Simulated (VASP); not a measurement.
A run of VASP 6.6.1 is set up as follows.

The input INCAR:

```
ALGO     = Normal         # electronic algorithm
EDIFF    = 1E-7           # SCF threshold, eV
ENCUT    = 520            # plane-wave cutoff, eV
GGA      = PE             # functional
ISIF     = 2              # what is computed and relaxed
ISMEAR   = 0              # smearing method
LASPH    = True           # aspherical terms in the spheres
LCHARG   = False          # write CHGCAR
LREAL    = False          # projectors in reciprocal space
LWAVE    = False          # write WAVECAR
NBANDS   = 12             # bands
NELM     = 60             # most SCF steps
PREC     = Accurate       # precision mode
SIGMA    = 0.1            # smearing width, eV
```

Contents of KPOINTS:

```
k-points
0
Gamma
  20 20 20
```

The input POSCAR:

```
Cu                                      
1.0
    0.0000000000      1.7802216068      1.7802216068
    1.7802216068      0.0000000000      1.7802216068
    1.7802216068      1.7802216068     -0.0000000000
  Cu            
     1
Direct
     1.0000000000000000    1.0000000000000000    0.0000000000000000
```

Potentials or basis: VASP PAW PBE potentials, release 64 (Cu).

Command:

```sh
$ cat potpaw_PBE.64/Cu/POTCAR > POTCAR
$ mpirun -np 1 vasp_std > vasp.out
```

Question: What does it give for the band gap on the k mesh?

Answer: None (metal or under the smearing width).

Question: Estimate the pressure.

Answer: 9.9 GPa.
